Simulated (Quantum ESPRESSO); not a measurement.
Pb in Quantum ESPRESSO: convergence with SCF threshold

The system is Pb.

```
Pb
1.0
     3.48000    0.00000    0.00000
    -1.74000    3.01377    0.00000
     0.00000    0.00000    5.59000
Pb
2
Direct
  0.66599 0.33235 0.74770
  0.33910 0.66619 0.24845
```

This isn't the form of Pb at room conditions, which is fcc.

The cell isn't the ideal one: atoms moved at random, drawn with an rms of 0.02 Å.

| Item | Value |
| --- | --- |
| Program | Quantum ESPRESSO 7.5 |
| Task | single point |
| Functional | PBE |
| Potentials or basis | PseudoDojo 0.4.1 SR PBE standard |
| Cutoff | 762 eV |
| Density cutoff | 3048 eV |
| k mesh | 8 × 8 × 4 |
| Occupations | fermi-dirac, width 0.1 eV |
| Spin | no spin polarisation |

These are the settings of the first run; the series varies SCF threshold, with any setting tied to it.

Hardware: 1 thread of Arm Neoverse N1, on a shared host.

```csv
SCF threshold,"energy less the tightest run, at zero smearing (meV/atom)",pressure (GPa),largest force (eV/Å),SCF cycles,CPU time (s),peak memory (GiB)
0.001 Ry,0.41,2.19,0.012,2,57,0.16
0.0001 Ry,0.01,4.57,0.025,3,70,0.16
1e-05 Ry,0.00,4.22,0.016,4,83,0.16
1e-06 Ry,0.00,4.19,0.016,5,98,0.16
1e-07 Ry,0.00,4.25,0.013,6,110,0.16
1e-08 Ry,0.00,4.25,0.012,7,130,0.16
1e-10 Ry,0.00,4.24,0.013,8,140,0.16
1e-12 Ry,0.00,4.24,0.013,10,160,0.16
```

Against the tightest run, the energy stays within 1 meV/atom from 0.001 Ry on; the pressure stays within 0.1 GPa from 1e-05 Ry on; the largest force stays within 0.005 eV/Å from 1e-05 Ry on. The tightest run that finished is the yardstick and may itself not be fully converged.

The run has no spin-orbit coupling, so splittings on Pb are missing.
